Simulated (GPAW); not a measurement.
Consider VS2 (monolayer).

```cif
data_structure
_symmetry_space_group_name_H-M 'P 1'
_symmetry_Int_Tables_number 1
_cell_length_a 8.3870
_cell_length_b 8.3870
_cell_length_c 12.5700
_cell_angle_alpha 90.000
_cell_angle_beta 90.000
_cell_angle_gamma 120.000
_cell_volume 765.74
loop_
_atom_site_label
_atom_site_type_symbol
_atom_site_fract_x
_atom_site_fract_y
_atom_site_fract_z
_atom_site_occupancy
V1 V 0.00000 0.00000 0.50000 1
V2 V 0.42857 0.14286 0.50000 1
V3 V 0.85714 0.28571 0.50000 1
V4 V 0.28571 0.42857 0.50000 1
V5 V 0.71429 0.57143 0.50000 1
V6 V 0.14286 0.71429 0.50000 1
V7 V 0.57143 0.85714 0.50000 1
S8 S 0.76190 0.80952 0.61814 1
S9 S 0.19048 0.95238 0.61814 1
S10 S 0.61905 0.09524 0.61814 1
S11 S 0.04762 0.23810 0.61814 1
S12 S 0.47619 0.38095 0.61814 1
S13 S 0.90476 0.52381 0.61814 1
S14 S 0.33333 0.66667 0.61814 1
S15 S 0.76190 0.80952 0.38186 1
S16 S 0.19048 0.95238 0.38186 1
S17 S 0.61905 0.09524 0.38186 1
S18 S 0.04762 0.23810 0.38186 1
S19 S 0.47619 0.38095 0.38186 1
S20 S 0.90476 0.52381 0.38186 1
S21 S 0.33333 0.66667 0.38186 1
```

Absorber: atom 8, with 3 V at 2.36 Å (pyramidal). Method: GPAW, PBE, excited-electron core hole (neutral cell), 21-atom cell with 8.4 Å between holes, 3×3×1 k points, dipole transitions, Gaussian full width 0.9 eV up to 4 eV, rising linearly to 3.5 eV at 25 eV.

Question: Where do the maxima of the S K edge fall?

Main maxima up to 22 eV above the zero (height): 1.8 eV (3.26), 11.8 eV (1.46) and 21.5 eV (1.35). A K edge sees empty p states; the first features are S p mixed into the empty d states of the V neighbours, and the broad ones above probably into the cations' higher empty bands. The total-energy difference is 2481.88 eV. One term is added: -16.94 eV, since the hole is spin-paired here and a spin-polarised one costs that much less in the free atom (computed apart). The photon energy is then 2464.94 eV. The functional leaves an error of a few eV in such absolute values.

The S K spectrum (energy from the lowest empty level; intensity scaled to a mean of 1 over the first 20 eV):

```
E (eV)  isotropic  ε ∥ x  ε ∥ z
 -2.00       0.00   0.00   0.00
 -1.25       0.00   0.00   0.00
 -0.50       0.05   0.07   0.03
  0.25       0.18   0.21   0.13
  1.00       0.78   1.05   0.24
  1.75       3.24   3.92   1.90
  2.50       1.89   2.04   1.58
  3.25       1.30   1.16   1.60
  4.00       0.24   0.18   0.35
  4.75       0.01   0.01   0.02
  5.50       0.12   0.07   0.21
  6.25       0.37   0.15   0.81
  7.00       0.59   0.24   1.30
  7.75       0.91   0.64   1.45
  8.50       1.10   1.07   1.16
  9.25       1.09   1.29   0.70
 10.00       1.07   1.29   0.62
 10.75       1.22   1.35   0.96
 11.50       1.43   1.53   1.22
 12.25       1.42   1.50   1.25
 13.00       1.24   1.21   1.30
 13.75       1.11   0.99   1.35
 14.50       1.02   0.93   1.20
 15.25       0.95   0.92   1.00
 16.00       0.88   0.89   0.86
 16.75       0.84   0.85   0.81
 17.50       0.84   0.84   0.84
 18.25       0.89   0.87   0.93
 19.00       0.99   0.96   1.05
 19.75       1.12   1.11   1.16
 20.50       1.26   1.28   1.22
 21.25       1.34   1.41   1.22
 22.00       1.33   1.43   1.14
 22.75       1.25   1.35   1.04
```

The run has no spin polarisation, although V can carry a moment. The primitive cell holds an odd number of electrons, so a spin-paired run has to come out metallic; that is right for a metal, but some such compounds are magnetic or distorted insulators. Some eV above the zero the states pass the vacuum level, and features normal to the sheet may then be states of the box. The mesh is coarse (0.29 Å⁻¹ between points), so small maxima may be mesh ripples. Lifetime broadening is put in by hand, and intensities beyond about 20 eV depend on it and on the partial waves.

[Banner, clock and machine lines of the logs are left out without a mark of their own.]

[Logs are printed without paths, hosts, clocks, repeated set-up lines and the standing remarks that a program may print on its own settings, such as how far it seeks lower states.]

[Hosts, paths, dates, database ids (printed as entryN), source tags and the programs' standing remarks are cut or masked in the printed files.]

[Lists of maxima count a maximum above −3 eV only where it reaches 4 % of the highest in the window and stands out from its surroundings by 2 % of it (1.5 % where it reaches 55 %); shoulders and weaker maxima are passed over, and of the rest the first, up to two pre-edge ones and the few strongest are named.]
